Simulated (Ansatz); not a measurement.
## How far is this AlN from the hull?

These are results of DFT PBE, scalar-relativistic, plane waves, PAW (Ansatz), not measurements. Settings: cutoff 420 eV, Γ-centred meshes spaced at most about 0.3 Å⁻¹ (2π included), Gaussian smearing. No spin polarisation.

Formation energies are uncorrected and refer to the elements' standard structures at the same level (N₂ as a molecule).

All energies are static (0 K, no zero-point motion).

The competitors are the elements and 1 reference phase of this chemical system (from databases or known types: AlN), relaxed at the same level; other known phases may be missing.

The candidate was reached from: 4-connected net, two elements alternating.

```cif
data_structure
_symmetry_space_group_name_H-M 'Fdd2'
_symmetry_Int_Tables_number 43
_cell_length_a 2.8678
_cell_length_b 5.6347
_cell_length_c 9.6891
_cell_angle_alpha 90.000
_cell_angle_beta 90.000
_cell_angle_gamma 90.000
_cell_volume 156.57
loop_
_atom_site_label
_atom_site_type_symbol
_atom_site_symmetry_multiplicity
_atom_site_Wyckoff_symbol
_atom_site_fract_x
_atom_site_fract_y
_atom_site_fract_z
_atom_site_occupancy
Al1 Al 8 a 0.75000 0.25000 0.06625 1
N1 N 8 a 0.50000 0.00000 0.18375 1
```

**Question.** Where does it stand against these competitors?

**Answer.** Not the lowest form: another structure of the same formula lies lower. Its formation energy is -1.018 eV/atom. The lowest competing phase at this composition is this:

| phase | space group | source | share of atoms | ΔE_f (eV/atom) |
| --- | --- | --- | --- | --- |
| AlN | P6_3mc (No. 186) | Materials Project | 1.0000 | -1.368 |

The candidate lies 0.35 eV/atom above this phase. The candidate matches no cell in the subsets of the Crystallography Open Database and the Materials Project at hand. The margin is far too high for a likely synthesis. Shaken at random and relaxed again it fell by 182 meV/atom, so it probably isn't a firm minimum.
